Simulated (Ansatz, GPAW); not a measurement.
**One calculation of Mo, 3 ways**

```
Mo
1.0
    -1.58381    1.58381    1.58381
     1.58381   -1.58381    1.58381
     1.58381    1.58381   -1.58381
Mo
1
Direct
  0.00000 0.00000 0.00000
```

Alike in all runs: task band structure; functional revPBE; k mesh 12 × 12 × 12; occupations fermi-dirac, width 0.05 eV; no spin polarisation; no spin-orbit coupling. Pressure is positive in compression and, in plane waves, holds the error of the finite cutoff, which Ansatz's Pulay term estimates and takes out.

| program and potentials | plane-wave cutoff (eV) | notes | pressure (GPa) |
| --- | --- | --- | --- |
| Ansatz, Ansatz PAW | 420 | potentials made for PBE, which Ansatz adapts in part; Pulay term of +0.06 GPa included | 0.60 |
| GPAW, the program's PAW data sets (release 1.2.1) made for this functional | 600 | - | 0.48 |
| Ansatz, all-electron LAPW, scalar-relativistic | - | - | ? |

Problem. Estimate from the other rows what the run with Ansatz, all-electron LAPW, scalar-relativistic gave.

Solution. Pressure 0.57 GPa. The other rows, which needn't bracket it: pressure 0.48 to 0.60.
